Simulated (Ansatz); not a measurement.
InAs in Ansatz: the effect of exact exchange

The system is InAs.

```
CELL_PARAMETERS angstrom
0.00000 3.01800 3.01800
3.01800 0.00000 3.01800
3.01800 3.01800 0.00000
ATOMIC_POSITIONS crystal
In 0.00000 0.00000 0.00000
As 0.75000 0.75000 0.75000
```

Alike in all runs:

```yaml
Program: Ansatz 0.2.0
Task: single point
Functional: HSE06 form with a typed share of exact exchange
Potentials_or_basis: Ansatz PAW
Cutoff: "420 eV (not typed: the program's choice for these potentials)"
k_mesh: 4 × 4 × 4
Occupations: fermi-dirac, width 0.05 eV
Spin: no spin polarisation
```

| exact exchange | gap on the mesh (eV) | pressure (GPa) |
| --- | --- | --- |
| 0.4 | ? | ? |
| 0.5 | 1.57 | 0.6 |
| 0.05 | none | 4.4 |
| 0.1 | 0.11 | 3.8 |
| 0.15 | 0.28 | 3.2 |
| 0.2 | 0.46 | 2.8 |
| 0.25 | 0.63 | 2.4 |
| 0.3 | 0.81 | 2.0 |

Question: What does the run with exact exchange 0.4 give?

Answer: gap on the mesh 1.18 eV; pressure 1.3 GPa.

Worked out: A parabola through the other rows of the pressure, of slope -6.68 GPa per unit of exact exchange there, gives 1.2 GPa, against the run's 1.3.

Caveats: all runs use coarse meshes; the PAW data sets come from PBE, with cores solved anew for the run's functional, which leaves a small shift of forces and pressure; the thresholds are loose for stress; spin-orbit coupling is left out, which moves the levels of the heavy elements (some runs).

A gap of «none» marks a metal or a gap under the smearing width.
